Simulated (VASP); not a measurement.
A run of VASP 6.6.1 is set up as follows.

Contents of INCAR:

```
SYSTEM = CdS
PREC = Accurate ; ENCUT = 520
EDIFF = 1E-7 ; ISMEAR = 0
SIGMA = 0.02 ; LREAL = .FALSE.
LASPH = .TRUE. ; NELM = 60
ALGO = Normal ; ISIF = 2
LWAVE = .FALSE. ; LCHARG = .FALSE.
METAGGA = R2SCAN ; LMIXTAU = .TRUE.
NBANDS = 16
```

KPOINTS

```
Automatic mesh
0
G
  7 7 7
  0 0 0
```

POSCAR

```
CdS                                     
1.0
    0.0000000000      2.9429534600      2.9429534600
    2.9429534600      0.0000000000      2.9429534600
    2.9429534600      2.9429534600      0.0000000000
  Cd              S             
     1     1
Direct
     0.0000000000000000    0.0000000000000000    0.0000000000000000
     0.7500000000000000    0.7500000000000000    0.7500000000000000
```

The input KPOINTS_OPT:

```
path GXWKGLUWLK,UX
15
line-mode
reciprocal
 0.0000000000  0.0000000000  0.0000000000  G
 0.5000000000  0.0000000000  0.5000000000  X

 0.5000000000  0.0000000000  0.5000000000  X
 0.5000000000  0.2500000000  0.7500000000  W

 0.5000000000  0.2500000000  0.7500000000  W
 0.3750000000  0.3750000000  0.7500000000  K

 0.3750000000  0.3750000000  0.7500000000  K
 0.0000000000  0.0000000000  0.0000000000  G

 0.0000000000  0.0000000000  0.0000000000  G
 0.5000000000  0.5000000000  0.5000000000  L

 0.5000000000  0.5000000000  0.5000000000  L
 0.6250000000  0.2500000000  0.6250000000  U

 0.6250000000  0.2500000000  0.6250000000  U
 0.5000000000  0.2500000000  0.7500000000  W

 0.5000000000  0.2500000000  0.7500000000  W
 0.5000000000  0.5000000000  0.5000000000  L

 0.5000000000  0.5000000000  0.5000000000  L
 0.3750000000  0.3750000000  0.7500000000  K

 0.6250000000  0.2500000000  0.6250000000  U
 0.5000000000  0.0000000000  0.5000000000  X
```

Potentials or basis: VASP PAW PBE potentials, release 64 (Cd, S).

Run with:

```sh
$ cat potpaw_PBE.64/Cd/POTCAR potpaw_PBE.64/S/POTCAR > POTCAR
$ mpirun -np 1 vasp_std > vasp.out
```

Task: Estimate the band gap on the k mesh.

Result: 1.53 eV, direct.

Task: What does it give for the pressure?

Result: 0.1 GPa.

Task: What does it give for the band gap along the path?

Result: 1.53 eV, direct.

Levels at the corners of the path, in eV from the valence-band top:
```tsv
point	band 5	band 6	band 7	band 8	band 9	band 10	band 11	band 12	band 13	band 14
Γ	-7.40	-7.40	0.00	0.00	0.00	1.53	7.08	7.08	7.08	11.80
X	-7.32	-6.97	-3.86	-1.83	-1.83	3.88	4.72	9.67	11.38	11.38
X	-7.32	-6.97	-3.86	-1.83	-1.83	3.88	4.72	9.67	11.38	11.38
W	-7.39	-6.80	-3.78	-2.19	-2.16	5.73	5.84	7.75	8.45	11.72
W	-7.39	-6.80	-3.78	-2.19	-2.16	5.73	5.84	7.75	8.45	11.72
K	-7.36	-6.85	-3.82	-2.48	-1.49	4.60	5.82	8.90	9.59	10.12
K	-7.36	-6.85	-3.82	-2.48	-1.49	4.60	5.82	8.90	9.59	10.12
Γ	-7.40	-7.40	0.00	0.00	0.00	1.53	7.08	7.08	7.08	11.80
Γ	-7.40	-7.40	0.00	0.00	0.00	1.53	7.08	7.08	7.08	11.80
L	-7.36	-7.04	-4.30	-0.73	-0.73	3.43	7.48	7.48	7.81	11.48
L	-7.36	-7.04	-4.30	-0.73	-0.73	3.43	7.48	7.48	7.81	11.48
U	-7.36	-6.85	-3.82	-2.48	-1.49	4.60	5.82	8.90	9.59	10.12
U	-7.36	-6.85	-3.82	-2.48	-1.49	4.60	5.82	8.90	9.59	10.12
W	-7.39	-6.80	-3.78	-2.19	-2.16	5.73	5.84	7.75	8.45	11.72
W	-7.39	-6.80	-3.78	-2.19	-2.16	5.73	5.84	7.75	8.45	11.72
L	-7.36	-7.04	-4.30	-0.73	-0.73	3.43	7.48	7.48	7.81	11.48
L	-7.36	-7.04	-4.30	-0.73	-0.73	3.43	7.48	7.48	7.81	11.48
K	-7.36	-6.85	-3.82	-2.48	-1.49	4.60	5.82	8.90	9.59	10.12
U	-7.36	-6.85	-3.82	-2.48	-1.49	4.60	5.82	8.90	9.59	10.12
X	-7.32	-6.97	-3.86	-1.83	-1.83	3.88	4.72	9.67	11.38	11.38
```

Caveat: the PAW data sets were made with another functional, which shifts forces and pressure a little. r2SCAN opens gaps a little over a GGA but as a rule still falls short of measured ones.
